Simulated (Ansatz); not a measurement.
## Cost and result for the equilibrium volume of Pd

It takes space group Fm-3m (No. 225, cubic). The conventional cell has a = 3.893 Å, b = 3.893 Å, c = 3.893 Å, α = 90.00°, β = 90.00°, γ = 90.00°. Around Pd (site symmetry m-3m) lie 12 Pd at 2.75 Å.

```csv
rung,level,program and potentials,cutoff (eV),k mesh,smearing,task,spin,core time,chip,equilibrium volume (Å³/atom),miss,notes
GGA + dispersion,revPBE+D4,"Ansatz, Ansatz PAW",420,12 × 12 × 12,fermi-dirac 0.05,relaxation of cell and atoms,off,3.5 s,Arm Neoverse V2,14.88,+1.1 %,"potentials made for PBE, which Ansatz adapts in part"
GGA,PBEsol,"Ansatz, Ansatz PAW",420,12 × 12 × 12,fermi-dirac 0.05,relaxation of cell and atoms,off,3.7 s,Intel Xeon Platinum 8488C Sapphire Rapids,14.53,-1.3 %,"potentials made for PBE, which Ansatz adapts in part"
GGA + dispersion,PBEsol+D4,"Ansatz, Ansatz PAW",420,12 × 12 × 12,fermi-dirac 0.05,relaxation of cell and atoms,off,4.1 s,Arm Neoverse V2,14.33,-2.6 %,"potentials made for PBE, which Ansatz adapts in part"
GGA + dispersion,RPBE+D3(BJ),"Ansatz, Ansatz PAW",420,12 × 12 × 12,fermi-dirac 0.05,relaxation of cell and atoms,off,4.6 s,Arm Neoverse V2,12.93,-12.2 %,"potentials made for PBE, which Ansatz adapts in part"
GGA,BLYP,"Ansatz, Ansatz PAW",420,12 × 12 × 12,fermi-dirac 0.05,relaxation of cell and atoms,off,5 s,Arm Neoverse V1,16.31,+10.8 %,"potentials made for PBE, which Ansatz adapts in part"
LDA,SVWN5,"Ansatz, Ansatz PAW",420,12 × 12 × 12,fermi-dirac 0.05,relaxation of cell and atoms,off,5.5 s,Arm Neoverse V1,14.12,-4.1 %,"potentials made for PBE, which Ansatz adapts in part"
GGA,RPBE,"Ansatz, Ansatz PAW",420,12 × 12 × 12,fermi-dirac 0.05,relaxation of cell and atoms,off,5.8 s,Arm Neoverse V1,(a),?,"potentials made for PBE, which Ansatz adapts in part"
meta-GGA + dispersion,r2SCAN+D3(BJ),"Ansatz, Ansatz PAW",500,12 × 12 × 12,fermi-dirac 0.05,relaxation of cell and atoms,off,11 s,Arm Neoverse V1,14.64,-0.5 %,"potentials made for PBE, which Ansatz adapts in part"
GGA,PBE,"Ansatz, Ansatz PAW (files of its older set among them)",600,12 × 12 × 12,fermi-dirac 0.05,equation of state,off,13 s,Arm Neoverse V1,15.30,+3.9 %,-
meta-GGA + dispersion,r2SCAN+rVV10,"Ansatz, Ansatz PAW",500,12 × 12 × 12,fermi-dirac 0.05,relaxation of cell and atoms,off,13 s,Arm Neoverse V1,14.70,-0.1 %,"potentials made for PBE, which Ansatz adapts in part"
LDA,LDA,"Ansatz, PseudoDojo LDA",1116,12 × 12 × 12,fermi-dirac 0.05,equation of state,off,15 s,Intel Xeon Platinum 8488C Sapphire Rapids,14.13,-4.0 %,-
LDA,LDA,"Ansatz, JTH PAW LDA",1080,12 × 12 × 12,fermi-dirac 0.05,equation of state,off,27 s,Arm Neoverse V1,(b),?,-
GGA,PBEsol,"Ansatz, Ansatz PAW",420,12 × 12 × 12,fermi-dirac 0.05,equation of state,"SOC, no magnetisation",31 s,Arm Neoverse V1,(c),?,"potentials made for PBE, which Ansatz adapts in part"
hybrid,HSEsol,"Ansatz, Ansatz PAW",420,6 × 6 × 6,fermi-dirac 0.05,equation of state,off,61 s,Arm Neoverse V1,14.32,-2.7 %,"coarse mesh; potentials made for PBE, which Ansatz adapts in part"
hybrid,revPBE0,"Ansatz, Ansatz PAW",420,6 × 6 × 6,fermi-dirac 0.05,equation of state,off,66 s,INTEL XEON PLATINUM 8581C Emerald Rapids,15.03,+2.1 %,"coarse mesh; potentials made for PBE, which Ansatz adapts in part"
hybrid,CAM-B3LYP,"Ansatz, Ansatz PAW",420,6 × 6 × 6,fermi-dirac 0.05,equation of state,off,1.7 min,Arm Neoverse V2,15.04,+2.2 %,"coarse mesh; potentials made for PBE, which Ansatz adapts in part"
hybrid,r2SCANh,"Ansatz, Ansatz PAW",500,6 × 6 × 6,fermi-dirac 0.05,equation of state,off,2.6 min,Arm Neoverse V1,14.76,+0.3 %,"coarse mesh; potentials made for PBE, which Ansatz adapts in part"
hybrid,HSE06,"Ansatz, Ansatz PAW",420,8 × 8 × 8,fermi-dirac 0.05,equation of state,off,3 min,AMD EPYC 7R13 Zen 3,14.96,+1.6 %,"potentials made for PBE, which Ansatz adapts in part"
```

Times are single runs on shared hosts and different chips, so they are rough; meshes, cutoffs and the tasks' sizes weigh on the time. Smearing widths are in eV. For a metal such meshes aren't converged. Meshes differ between rows, which moves values too. Meshes are those of the run's cell of 1 atom unless a note names another. Relaxations start from the cell shown or near it and stop with a little pressure left. Misses use the values as printed. Runs on faulty files, with rough fits or with known faults for this quantity aren't shown.

Measured: 14.72 Å³/atom at 300 K (a printed reference work). The runs are for a static lattice.

Problem. Estimate the values left out from the other rows.

Solution. (a) 15.76 Å³/atom, miss +7.1 %; (b) 14.22 Å³/atom, miss -3.4 %; (c) 14.54 Å³/atom, miss -1.2 %.
